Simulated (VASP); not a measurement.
Set up this calculation in VASP 6.6.1, as an ASE script.

```
Task                   : density of states
Functional             : r2SCAN
Dispersion             : rVV10
Potentials or basis    : VASP PAW PBE potentials, release 64 (Ge_d)
Cutoff                 : 520 eV
k mesh                 : 8 × 8 × 8
Occupations            : gaussian, width 0.05 eV
Spin                   : no spin polarisation
Further INCAR settings : ALGO = Normal; EDIFF = 1.00e-07
```

The structure of Ge lies in Ge.xyz:

```xyz
2
Lattice="0.0000000000 2.8289100000 2.8289100000 2.8289100000 0.0000000000 2.8289100000 2.8289100000 2.8289100000 0.0000000000" Properties=species:S:1:pos:R:3 pbc="T T T"
Ge     4.2452207650      4.2304029344      4.2444456436
Ge     2.8435977007      2.8228108700      2.8248646587
```

The cell isn't the ideal one: atoms moved at random, drawn with an rms of 0.02 Å.

The input as run:

run.py

```python
from ase.calculators.vasp import Vasp
from ase.dft.dos import DOS
from ase.io import read

atoms = read('Ge.xyz')
calc = Vasp(
    directory='calc',
    xc='r2scan+rvv10',
    pp='PBE',
    setups='recommended',
    prec='Accurate',
    encut=520,
    ediff=1e-07,
    ismear=0,
    sigma=0.05,
    lreal=False,
    lasph=True,
    nelm=60,
    algo='Normal',
    isif=2,
    lwave=False,
    lcharg=False,
    lmixtau=True,
    lorbit=10,
    kpts=[8, 8, 8],
    gamma=True,
)
atoms.calc = calc

print('energy (eV):', atoms.get_potential_energy())
print('free energy (eV):', atoms.get_potential_energy(force_consistent=True))
print('forces (eV/A):')
print(atoms.get_forces())
print('stress (eV/A^3, Voigt):', atoms.get_stress())
print('Fermi level (eV):', calc.get_fermi_level())
dos = DOS(calc, width=0.05, window=(-10, 10), npts=201)
print('E - E_F (eV), DOS (1/eV)')
for e, g in zip(dos.get_energies(), dos.get_dos()):
    print(f'{e:8.3f} {g:10.4f}')
```

Potentials or basis: VASP PAW PBE potentials, release 64 (Ge_d).

Launch:

```bash
$ python run.py
```

Results of the run:

The pressure is -0.2 GPa and the largest force is 0.182 eV/Å. The band gap on the k mesh is 0.30 eV, indirect (least direct gap 0.32 eV) and the valence electrons inside the program's atomic spheres are Ge 12.41.

Caveat: the PAW data sets were made with another functional, which shifts forces and pressure a little.

Wall time 8.8 min on 1 thread of Intel(R) Xeon(R) 6975P-C (Granite Rapids) (shared host), peak memory 0.41 GiB.
